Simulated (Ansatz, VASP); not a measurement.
## Two plane-wave programs on SiC

```
Si C
1.0
     3.07577    0.00000    0.00000
    -1.53789    2.66370    0.00000
     0.00000    0.00000    5.04753
Si C
2 2
Direct
  0.33333 0.66667 0.00459
  0.66667 0.33333 0.50459
  0.33333 0.66667 0.38041
  0.66667 0.33333 0.88041
```

Alike in both runs: functional PBEsol; k mesh 16 × 16 × 8; occupations fermi-dirac, width 0.1 eV; no spin polarisation.

Ansatz relaxed the structure, and its values are those at the end. VASP's run is a single point on that final structure, the one shown.

```csv
,VASP,Ansatz
version,VASP 6.6.1,Ansatz 0.2.0
potentials or method,"VASP PAW PBE potentials, release 64 (Si, C)","PAW with Ansatz's default frozen-core files, scalar-relativistic"
plane-wave cutoff (eV),520,420
valence electrons in the cell,16,16
```

|  | VASP | Ansatz | Ansatz less VASP |
| --- | --- | --- | --- |
| pressure (GPa) | 0.4 | 0.0 | -0.36 |

The functional is the same, so the differences come from potentials, cutoffs and numerics.

Caveats: the PAW data sets were made with another functional, which shifts forces and pressure a little (VASP). A k mesh can miss the band edges.
